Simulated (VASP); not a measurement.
# Fe, energy at fixed spin moment: which settings are enough?

Fe, Im-3m (no. 229), 1 atom in the cell. LDA, fixed spin moment; PAW potentials Fe (LDA set). VASP 6.6.1.

Wanted: energies at fixed moments within 2 meV/atom; moment left free within 0.03 muB per cell.

POSCAR:
```
Fe
1.0
   -1.4430000000      1.4430000000      1.4430000000
    1.4430000000     -1.4430000000      1.4430000000
    1.4430000000      1.4430000000     -1.4430000000
Fe
1
Direct
    0.0000000000      0.0000000000      0.0000000000
```

The series start from Electronic algorithm: Normal; Cutoff (eV): 400; Smearing: MP 0.1; k-point spacing (1/Å): 0.24. Each series keeps the choices made before it, and each single choice may use up half of a tolerance. Times cover all steps of a run.

## Electronic algorithm

| Electronic algorithm | Energies at fixed moments, largest deviation (meV/atom) | Moment left free (muB per cell) | Time (s) |
|---|---|---|---|
| Normal | 0.0 | 2.213 | 19 |
| Fast | 0.0 | 2.213 | 19 |

Chosen: Normal; no other choice that stays within half of the tolerance saves 30 % of the time.

## Cutoff (eV)

| Cutoff (eV) | Energies at fixed moments, largest deviation (meV/atom) | Moment left free (muB per cell) | Time (s) |
|---|---|---|---|
| 300 | 0.7 | 2.211 | 19 |
| 350 | 0.4 | 2.213 | 20 |
| 400 | 0.1 | 2.213 | 19 |
| 450 | 0.0 | 2.213 | 28 |
| 520 | 0.0 | 2.213 | 30 |
| 600 (reference) | 0.0 | 2.213 | 30 |

Chosen: 300, the loosest value from which every tighter one stays within half of the tolerance.

## Smearing

| Smearing | Energies at fixed moments, largest deviation (meV/atom) | Moment left free (muB per cell) | Time (s) |
|---|---|---|---|
| MP 0.2 | 3.4 | 2.226 | 19 |
| MP 0.1 | 4.3 | 2.211 | 19 |
| MP 0.05 | 4.0 | 2.222 | 18 |
| tetrahedron (reference) | 0.0 | 2.243 | 31 |

Chosen: tetrahedron; the one before it in the list is off by more than half of the tolerance.

## k-point spacing (1/Å)

| k-point spacing (1/Å) | Energies at fixed moments, largest deviation (meV/atom) | Moment left free (muB per cell) | Time (s) |
|---|---|---|---|
| 0.4 | 17.9 | 2.244 | 18 |
| 0.3 | 6.5 | 2.245 | 26 |
| 0.24 | 2.7 | 2.243 | 31 |
| 0.19 | 0.8 | 2.250 | 65 |
| 0.15 | 1.1 | 2.253 | 108 |
| 0.12 (reference) | 0.0 | 2.254 | 176 |

Chosen: 0.12; the next looser run is off by more than half of the tolerance, so convergence isn't shown beyond this value.

## All choices together

| Input | Energies at fixed moments, largest deviation (meV/atom) | Moment left free (muB per cell) | Time (s) |
|---|---|---|---|
| default cutoff, precision and threshold on a coarse mesh (naive) | 27.2 | 2.317 | 6.0 |
| chosen settings | 0.7 | 2.254 | 176 |
| reference settings throughout | 0.0 | 2.255 | 242 |

The chosen settings stay within the tolerance of the reference run, but the reference itself isn't shown to be converged in: k-point spacing (1/Å).

Values of the reference run: Energies at fixed moments: 0, -60.86, -232.5, -415, -476.7, -233.8 meV/atom, against the smallest moment.

## The input

INCAR.step1:
```
SYSTEM = Fe
PREC = Accurate
ENCUT = 300
EDIFF = 1E-7
NELM = 200
ALGO = Normal
ISMEAR = -5
SIGMA = 0.05
LREAL = .False.
LASPH = .True.
LMAXMIX = 4
LORBIT = 11
LWAVE = .False.
LCHARG = .False.
GGA = CA
VOSKOWN = 1
ISPIN = 2
ISIF = 2
NUPDOWN = 0.0
MAGMOM = 0
```

INCAR.step2, as INCAR.step1 but for:
```
- NUPDOWN = 0.0
- MAGMOM = 0
+ NUPDOWN = 0.6
+ MAGMOM = 0.6
```

INCAR.step3 to INCAR.step6 change the same tags again: MAGMOM = 1.2, 1.8, 2.4, 3; NUPDOWN = 1.2, 1.8, 2.4, 3.0.

INCAR.step7, as INCAR.step6 but for:
```
- NUPDOWN = 3.0
```

KPOINTS:
```
Automatic mesh
0
Gamma
  26 26 26
  0 0 0
```

Commands (each step's output is kept before the next begins):
```
cat potpaw_LDA.64/Fe/POTCAR > POTCAR
cp INCAR.step1 INCAR
mpirun -np 4 vasp_std > vasp.out
rm WAVECAR CHG
cp INCAR.step2 INCAR
mpirun -np 4 vasp_std > vasp.out
rm WAVECAR CHG
cp INCAR.step3 INCAR
mpirun -np 4 vasp_std > vasp.out
rm WAVECAR CHG
cp INCAR.step4 INCAR
mpirun -np 4 vasp_std > vasp.out
rm WAVECAR CHG
cp INCAR.step5 INCAR
mpirun -np 4 vasp_std > vasp.out
rm WAVECAR CHG
cp INCAR.step6 INCAR
mpirun -np 4 vasp_std > vasp.out
rm WAVECAR CHG
cp INCAR.step7 INCAR
mpirun -np 4 vasp_std > vasp.out
```

The chosen input took VASP 6.6.1 176 s on 4 cores (Intel Xeon 6975P-C (Granite Rapids)), a shared host.

## An input that fails: moment fixed beyond the electrons at hand

It ran out of time.

Changes against the starting input:
```
(step 2)
- NELM = 200
- NUPDOWN = 0.6
+ NELM = 50
+ NUPDOWN = 40
```
